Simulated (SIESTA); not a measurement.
Sc:

```xyz
2
Lattice="3.3090 0.0000 0.0000 -1.6545 2.8657 0.0000 0.0000 0.0000 5.2733" Properties=species:S:1:pos:R:3 pbc="T T T"
Sc    1.6545    0.9552    3.9550
Sc    0.0000    1.9105    1.3183
```

Program: SIESTA 5.4.2. Alike in all runs: no spin polarisation; cell as given; k mesh 9 × 9 × 5; smearing fermi-dirac 0.05 eV; grid cutoff 800 Ry.

Problem. Order these runs on this cell by their pressure, lowest first.
A. level vdW-DF-cx; potentials or basis PseudoDojo 0.5 standard (PBE files), DZ (energy shift 0.005 Ry); broadening (eV) 0.2 eV; window from (eV) -25 eV; window to (eV) 10 eV; energy points 201; k mesh for the DOS 14 × 14 × 8; energy shift 0.005 Ry
B. level PBE; potentials or basis PseudoDojo 0.4 standard (PBE files), DZP (energy shift 0.003 Ry; two zetas on semicore shells); energy shift 0.003 Ry
C. level B86bPBE; potentials or basis PseudoDojo 0.4 standard (PBE files), DZ (energy shift 0.02 Ry); energy shift 0.02 Ry

Solution. C (-19.7 GPa), A (-6.5 GPa), B (-0.8 GPa).

Caveats: the basis of atomic orbitals isn't converged, which shifts pressures, moduli and gaps; the basis has no polarisation orbitals (some runs); semicore shells carry a single zeta, which can move pressures by several GPa and volumes by a few percent (some runs); the potentials were made for another functional, which shifts forces and pressure (some runs); so large a pressure means that the cell lies far from this level's equilibrium, or that cutoff or potentials fall short (some runs).

Not every run made on this cell is shown here.
